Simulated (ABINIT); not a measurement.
# B (P4/mmm) in ABINIT: notebook

The runs below take B through single point, with PBE.

All numbers are computed with ABINIT 10.8.3 (patched build); they aren't measurements. Logs are shortened: lines on timing, memory, paths and dates and some standing lists are left out, and cuts for length are marked. The log counts tension as positive stress, the text compression.

### Step 1. Starting point

It takes space group P4/mmm (No. 123, tetragonal). The conventional cell has a = 2.346 Å, b = 2.346 Å, c = 1.586 Å, α = 90.00°, β = 90.00°, γ = 90.00°. B (site symmetry 4/mmm) has 2 B at 1.59 Å as nearest neighbours.

The cell was built by a generator and needn't be a form met in nature.

### Step 2. Single point, PBE

run.abi reads:

```
# Pseudopotentials
pp_dirpath "./"
pseudos "B.upf"

# Structure
acell 2.34611 2.34611 1.58579 Angstrom
rprim
     1.0000000000     0.0000000000     0.0000000000
     0.0000000000     1.0000000000     0.0000000000
     0.0000000000     0.0000000000     1.0000000000
ntypat 1
znucl 5
natom 1
typat 1
xred
     0.5000000000     0.5000000000     0.5000000000

# Plane-wave basis
ecut 38.0

# k points
kptopt 1
ngkpt 11 11 16
nshiftk 1
shiftk 0.0 0.0 0.0

# Exchange and correlation
ixc 11

# Bands and occupations
nband 6
occopt 3
tsmear 0.05 eV

# SCF cycle
nstep 100
tolvrs 1.0e-10

# Output
iomode 3
prtwf 0
prtden 0
prteig 0
prtebands 0
enunit 1
```

Potentials or basis: PseudoDojo NC SR PBE v0.4 stringent.

Command:

```bash
abinit run.abi > log 2>&1
```

run.abo:

```text
.Version 10.8.3 of ABINIT
 Symmetries : space group P4/m m m (#123); Bravais tP (primitive tetrag.)
================================================================================
 Values of the parameters that define the memory need of the present run
     intxc =       0    ionmov =       0      iscf =       7    lmnmax =       4
     lnmax =       4     mgfft =      27  mpssoang =       2    mqgrid =    3001
     natom =       1  nloc_mem =       1    nspden =       1   nspinor =       1
    nsppol =       1      nsym =      16    n1xccc =    2501    ntypat =       1
    occopt =       3   xclevel =       2
       mpw =         677          nfft =       13122          nkpt =         189
================================================================================
================================================================================

--------------------------------------------------------------------------------
------------- Echo of variables that govern the present computation ------------
--------------------------------------------------------------------------------
 -outvars: echo values of preprocessed input variables --------
            acell      4.4335053613E+00  4.4335053613E+00  2.9967087932E+00 Bohr
              amu      1.08110000E+01
             ecut      3.80000000E+01 Hartree
           enunit           1
                       outvar_i_n : Printing only first  50 k-points.
              ixc          11
                       outvar_i_n : Printing only first  50 k-points.
         kptrlatt       11    0    0      0   11    0      0    0   16
          kptrlen      4.79473407E+01
            natom           1
            nband           6
            ngfft          27      27      18
             nkpt         189
            nstep         100
             nsym          16
           ntypat           1
                       prtocc : prtvol=0, do not print more k-points.
           occopt           3
           prtden           0
        prtebands           0
           prteig           0
            prtwf           0
          spgroup         123
           tolvrs      1.00000000E-10
           tsmear      1.83746611E-03 Hartree
            typat      1
                       outvars : Printing only first  50 k-points.
           xangst      1.1730550000E+00  1.1730550000E+00  7.9289500000E-01
            xcart      2.2167526806E+00  2.2167526806E+00  1.4983543966E+00
             xred      5.0000000000E-01  5.0000000000E-01  5.0000000000E-01
            znucl        5.00000

================================================================================

 chkinp: Checking input parameters for consistency.

================================================================================
== DATASET  1 ==================================================================

--- !DatasetInfo
iteration_state: {dtset: 1, }
dimensions: {natom: 1, nkpt: 189, mband: 6, nsppol: 1, nspinor: 1, nspden: 1, mpw: 677, }
cutoff_energies: {ecut:  38.0, pawecutdg:  -1.0, }
electrons: {nelect:   3.00000000E+00, charge:   0.00000000E+00, occopt:   3.00000000E+00, tsmear:   1.83746611E-03, }
meta: {optdriver: 0, ionmov: 0, optcell: 0, iscf: 7, paral_kgb: 0, }
...

 Exchange-correlation functional for the present dataset will be:
  GGA: Perdew-Burke-Ernzerhof functional - ixc=11
  J.P.Perdew, K.Burke, M.Ernzerhof, PRL 77, 3865 (1996)

 Real(R)+Recip(G) space primitive vectors, cartesian coordinates (Bohr,Bohr^-1):
 R(1)=  4.4335054  0.0000000  0.0000000  G(1)=  0.2255552  0.0000000  0.0000000
 R(2)=  0.0000000  4.4335054  0.0000000  G(2)=  0.0000000  0.2255552  0.0000000
 R(3)=  0.0000000  0.0000000  2.9967088  G(3)=  0.0000000  0.0000000  0.3336994
 Unit cell volume ucvol=  5.8903218E+01 bohr^3
 Angles (23,13,12)=  9.00000000E+01  9.00000000E+01  9.00000000E+01 degrees

 getcut: wavevector=  0.0000  0.0000  0.0000  ngfft=  27  27  18
         ecut(hartree)=     38.000   => boxcut(ratio)=   2.11334

--- Pseudopotential description ------------------------------------------------
- pspini: atom type   1  psp file is ./B.upf
12 -101130 1 -1 1534                          pspcod,pspxc,lmax,lloc,mmax
     nproj     2     2

   1.01653385E+01                                ecore*ucvol(ha*bohr**3)
--------------------------------------------------------------------------------

================================================================================

--- !BeginCycle
iteration_state: {dtset: 1, }
solver: {iscf: 7, nstep: 100, nline: 4, wfoptalg: 0, }
tolerances: {tolvrs: 1.00E-10, }
...

     iter   Etot(hartree)      deltaE(h)  residm     vres2
 ETOT  1  -2.8956984796134    -2.896E+00 1.187E-01 1.910E+01
 ETOT  2  -2.9023637488819    -6.665E-03 6.673E-02 9.458E-02
 ETOT  3  -2.9023718161429    -8.067E-06 9.359E-03 4.591E-03
 ETOT  4  -2.9023722016615    -3.855E-07 4.606E-03 3.802E-05
 ETOT  5  -2.9023722040237    -2.362E-09 2.553E-03 7.270E-08
 ETOT  6  -2.9023722040278    -4.064E-12 6.917E-04 1.138E-10
 ETOT  7  -2.9023722040278    -1.954E-14 1.186E-03 5.471E-13

 At SCF step    7       vres2   =  5.47E-13 < tolvrs=  1.00E-10 =>converged.

 Cartesian components of stress tensor (hartree/bohr^3)
  sigma(1 1)=  3.51514708E-05  sigma(3 2)=  0.00000000E+00
  sigma(2 2)=  3.51514708E-05  sigma(3 1)=  0.00000000E+00
  sigma(3 3)= -1.90192334E-05  sigma(2 1)=  0.00000000E+00

--- !ResultsGS
iteration_state: {dtset: 1, }
comment   : Summary of ground state results
lattice_vectors:
- [  4.4335054,   0.0000000,   0.0000000, ]
- [  0.0000000,   4.4335054,   0.0000000, ]
- [  0.0000000,   0.0000000,   2.9967088, ]
lattice_lengths: [   4.43351,    4.43351,    2.99671, ]
lattice_angles: [ 90.000,  90.000,  90.000, ] # degrees, (23, 13, 12)
lattice_volume:   5.8903218E+01
convergence: {deltae: -1.954E-14, res2:  5.471E-13, residm:  1.186E-03, diffor: null, }
etotal    :  -2.90237220E+00
entropy   :   0.00000000E+00
fermie    :   2.23443382E-01
cartesian_stress_tensor: # hartree/bohr^3
- [  3.51514708E-05,   0.00000000E+00,   0.00000000E+00, ]
- [  0.00000000E+00,   3.51514708E-05,   0.00000000E+00, ]
- [  0.00000000E+00,   0.00000000E+00,  -1.90192334E-05, ]
pressure_GPa:  -5.0294E-01
xred      :
- [  5.0000E-01,   5.0000E-01,   5.0000E-01,  B]
cartesian_forces: # hartree/bohr
- [ -0.00000000E+00,  -0.00000000E+00,  -0.00000000E+00, ]
force_length_stats: {min:   0.00000000E+00, max:   0.00000000E+00, mean:   0.00000000E+00, }
...

 Integrated electronic density in atomic spheres:
 ------------------------------------------------
 Atom  Sphere_radius  Integrated_density
    1        2.00000          2.57970666
================================================================================

 ----iterations are completed or convergence reached----

 Mean square residual over all n,k,spin=   20.113E-07; max=  11.856E-04
 reduced coordinates (array xred) for    1 atoms
       0.500000000000      0.500000000000      0.500000000000
 rms dE/dt=  0.0000E+00; max dE/dt=  0.0000E+00; dE/dt below (all hartree)
    1       0.000000000000      0.000000000000      0.000000000000

 cartesian coordinates (angstrom) at end:
    1      1.17305500000000     1.17305500000000     0.79289500000000

 cartesian forces (hartree/bohr) at end:
    1     -0.00000000000000    -0.00000000000000    -0.00000000000000
 frms,max,avg= 0.0000000E+00 0.0000000E+00   0.000E+00  0.000E+00  0.000E+00 h/b

 cartesian forces (eV/Angstrom) at end:
    1     -0.00000000000000    -0.00000000000000    -0.00000000000000
 frms,max,avg= 0.0000000E+00 0.0000000E+00   0.000E+00  0.000E+00  0.000E+00 e/A
 length scales=  4.433505361254  4.433505361254  2.996708793203 bohr
              =  2.346110000000  2.346110000000  1.585790000000 angstroms
 Fermi (or HOMO) energy (eV) =   6.08020   Average Vxc (eV)= -11.05833
 Eigenvalues (   eV  ) for nkpt= 189  k points:
 kpt#   1, nband=  6, wtk=  0.00052, kpt=  0.0000  0.0000  0.0000 (reduced coord)
  -7.91406   10.49288   10.49288   20.43609   21.51507   32.33764
 prteigrs : prtvol=0 or 1, do not print more k-points.

--- !EnergyTerms
iteration_state     : {dtset: 1, }
comment             : Components of total free energy in Hartree
kinetic             :  1.88043948764134E+00
hartree             :  1.76536720382473E-01
xc                  : -1.17697143418250E+00
Ewald energy        : -3.10686345866103E+00
psp_core            :  1.72576964706971E-01
local_psp           : -9.41903017276471E-01
non_local_psp       :  9.38841879586771E-02
internal            : -2.90230054943054E+00
'-kT*entropy'       : -7.16545972525924E-05
total_energy        : -2.90237220402779E+00
total_energy_eV     : -7.89775710733994E+01
band_energy         : -5.86589228107663E-04
...

 Cartesian components of stress tensor (hartree/bohr^3)
  sigma(1 1)=  3.51514708E-05  sigma(3 2)=  0.00000000E+00
  sigma(2 2)=  3.51514708E-05  sigma(3 1)=  0.00000000E+00
  sigma(3 3)= -1.90192334E-05  sigma(2 1)=  0.00000000E+00

-Cartesian components of stress tensor (GPa)         [Pressure= -5.0294E-01 GPa]
- sigma(1 1)=  1.03419198E+00  sigma(3 2)=  0.00000000E+00
- sigma(2 2)=  1.03419198E+00  sigma(3 1)=  0.00000000E+00
- sigma(3 3)= -5.59565167E-01  sigma(2 1)=  0.00000000E+00

== END DATASET(S) ==============================================================
================================================================================

 -outvars: echo values of variables after computation  --------
            acell      4.4335053613E+00  4.4335053613E+00  2.9967087932E+00 Bohr
           etotal     -2.9023722040E+00
            fcart     -0.0000000000E+00 -0.0000000000E+00 -0.0000000000E+00
           strten      3.5151470775E-05  3.5151470775E-05 -1.9019233448E-05
                       0.0000000000E+00  0.0000000000E+00  0.0000000000E+00
           xangst      1.1730550000E+00  1.1730550000E+00  7.9289500000E-01
             xred      5.0000000000E-01  5.0000000000E-01  5.0000000000E-01
 Calculation completed.
```

Run time: 9.7 s. Hardware: 1 thread of Arm Neoverse V2, shared host; peak memory 0.06 GiB.

Results:

- Free energy: -78.9776 eV
- Pressure: -0.5 GPa
- Band gap on the k mesh: none (metal or under the smearing width)
- Valence electrons inside the program's atomic spheres: B 2.58 (radii [1.0584] Å)

Levels at points of the mesh, in eV from the Fermi level:
```csv
k point,band 1,band 2,band 3,band 4
"(0.00, 0.00, 0.00)",-13.99,4.41,4.41,14.36
"(0.00, 0.00, 0.50)",-5.99,1.41,13.54,13.54
```

### Step 3. Single point, PBE

run.abi is that of step 2.

Potentials or basis: PseudoDojo NC SR PBE v0.5 standard.

Command:

```bash
abinit run.abi > log 2>&1
```

run.abo:

```text
.Version 10.8.3 of ABINIT
 Symmetries : space group P4/m m m (#123); Bravais tP (primitive tetrag.)
================================================================================
 Values of the parameters that define the memory need of the present run
     intxc =       0    ionmov =       0      iscf =       7    lmnmax =       4
     lnmax =       4     mgfft =      27  mpssoang =       2    mqgrid =    3001
     natom =       1  nloc_mem =       1    nspden =       1   nspinor =       1
    nsppol =       1      nsym =      16    n1xccc =    2501    ntypat =       1
    occopt =       3   xclevel =       2
       mpw =         677          nfft =       13122          nkpt =         189
================================================================================
================================================================================

--------------------------------------------------------------------------------
------------- Echo of variables that govern the present computation ------------
--------------------------------------------------------------------------------
 -outvars: echo values of preprocessed input variables --------
            acell      4.4335053613E+00  4.4335053613E+00  2.9967087932E+00 Bohr
              amu      1.08110000E+01
             ecut      3.80000000E+01 Hartree
           enunit           1
                       outvar_i_n : Printing only first  50 k-points.
              ixc          11
                       outvar_i_n : Printing only first  50 k-points.
         kptrlatt       11    0    0      0   11    0      0    0   16
          kptrlen      4.79473407E+01
            natom           1
            nband           6
            ngfft          27      27      18
             nkpt         189
            nstep         100
[... 134 lines left out ...]
  -7.91406   10.49288   10.49288   20.43609   21.51507   32.33764
 prteigrs : prtvol=0 or 1, do not print more k-points.

--- !EnergyTerms
iteration_state     : {dtset: 1, }
comment             : Components of total free energy in Hartree
kinetic             :  1.88043948764134E+00
hartree             :  1.76536720382473E-01
xc                  : -1.17697143418250E+00
Ewald energy        : -3.10686345866103E+00
psp_core            :  1.72576964706971E-01
local_psp           : -9.41903017276471E-01
non_local_psp       :  9.38841879586771E-02
internal            : -2.90230054943054E+00
'-kT*entropy'       : -7.16545972525924E-05
total_energy        : -2.90237220402779E+00
total_energy_eV     : -7.89775710733994E+01
band_energy         : -5.86589228107663E-04
...

 Cartesian components of stress tensor (hartree/bohr^3)
  sigma(1 1)=  3.51514708E-05  sigma(3 2)=  0.00000000E+00
  sigma(2 2)=  3.51514708E-05  sigma(3 1)=  0.00000000E+00
  sigma(3 3)= -1.90192334E-05  sigma(2 1)=  0.00000000E+00

-Cartesian components of stress tensor (GPa)         [Pressure= -5.0294E-01 GPa]
- sigma(1 1)=  1.03419198E+00  sigma(3 2)=  0.00000000E+00
- sigma(2 2)=  1.03419198E+00  sigma(3 1)=  0.00000000E+00
- sigma(3 3)= -5.59565167E-01  sigma(2 1)=  0.00000000E+00

== END DATASET(S) ==============================================================
================================================================================

 -outvars: echo values of variables after computation  --------
            acell      4.4335053613E+00  4.4335053613E+00  2.9967087932E+00 Bohr
           etotal     -2.9023722040E+00
            fcart     -0.0000000000E+00 -0.0000000000E+00 -0.0000000000E+00
           strten      3.5151470775E-05  3.5151470775E-05 -1.9019233448E-05
                       0.0000000000E+00  0.0000000000E+00  0.0000000000E+00
           xangst      1.1730550000E+00  1.1730550000E+00  7.9289500000E-01
             xred      5.0000000000E-01  5.0000000000E-01  5.0000000000E-01
 Calculation completed.
```

Wall time 9.7 s (1 thread of Arm Neoverse V2, shared host); peak memory 0.06 GiB.

What came out:

```
Free energy                                           : -78.9776 eV
Pressure                                              : -0.5 GPa
Band gap on the k mesh                                : none (metal or under the smearing width)
Valence electrons inside the program's atomic spheres : B 2.58 (radii [1.0584] Å)
```

Stress tensor (GPa, compression positive):
```
-1.03  0.00  0.00
 0.00 -1.03  0.00
 0.00  0.00  0.56
```

Levels at points of the mesh, in eV from the Fermi level:
```csv
k point,band 1,band 2,band 3,band 4,band 5,band 6
"(0.00, 0.00, 0.00)",-13.99,4.41,4.41,14.36,15.43,26.26
"(0.00, 0.00, 0.50)",-5.99,1.41,13.54,13.54,21.34,26.80
```

### Step 4. Single point, PBE

run.abi is that of step 3.

Potentials or basis: PseudoDojo NC SR PBE v0.5 stringent.

Command:

```bash
abinit run.abi > log 2>&1
```

It took 9.7 s on 1 thread of Arm Neoverse V2, shared host; peak memory 0.06 GiB.

The run converged. Its results:

```
Free energy                                           : -78.9776 eV
Pressure                                              : -0.5 GPa
Band gap on the k mesh                                : none (metal or under the smearing width)
Valence electrons inside the program's atomic spheres : B 2.58 (radii [1.0584] Å)
```

Stress tensor (GPa, compression positive):
```
-1.03  0.00  0.00
 0.00 -1.03  0.00
 0.00  0.00  0.56
```

Levels at points of the mesh, in eV from the Fermi level:
```tsv
k point	band 1	band 2	band 3	band 4
(0.00, 0.00, 0.00)	-13.99	4.41	4.41	14.36
(0.00, 0.00, 0.50)	-5.99	1.41	13.54	13.54
```

### Step 5. Single point, PBE

Edit run.abi of step 4 so:

```diff
@@ -2,3 +2,3 @@
 pp_dirpath "./"
-pseudos "B.upf"
+pseudos "B_ONCV_PBE-1.2.upf"
 
@@ -18,3 +18,3 @@
 # Plane-wave basis
-ecut 38.0
+ecut 22.0
```

Potentials or basis: SG15 NC PBE v1.2.

Command:

```bash
abinit run.abi > log 2>&1
```

Wall time 3.7 s (1 thread of Arm Neoverse V2, shared host); peak memory 0.06 GiB.

It converged, with:

* Free energy: -76.1277 eV
* Pressure: -2.2 GPa
* Band gap on the k mesh: none (metal or under the smearing width)
* Valence electrons inside the program's atomic spheres: B 2.57 (radii [1.0584] Å)

Stress tensor (GPa, compression positive):
```
-1.06  0.00  0.00
 0.00 -1.06  0.00
 0.00  0.00 -4.37
```

Levels at points of the mesh, in eV from the Fermi level:
| k point | band 1 | band 2 | band 3 | band 4 | band 5 |
| --- | --- | --- | --- | --- | --- |
| (0.00, 0.00, 0.00) | -13.98 | 4.41 | 4.41 | 14.43 | 15.48 |
| (0.00, 0.00, 0.50) | -6.05 | 1.42 | 13.52 | 13.52 | 21.28 |

### Step 6. Summary

```tsv
potentials or basis	cutoff (eV)	gap on the mesh (eV)	pressure (GPa)
PseudoDojo NC SR PBE v0.4 stringent	1034	none	-0.5
PseudoDojo NC SR PBE v0.5 standard	1034	none	-0.5
PseudoDojo NC SR PBE v0.5 stringent	1034	none	-0.5
SG15 NC PBE v1.2	599	none	-2.2
```

Alike in all rows: task single point; level PBE; no spin polarisation; cell as given; k mesh 11 × 11 × 16; smearing fermi-dirac 0.05 eV.

Absolute energies hang on the potentials; compare differences alone.
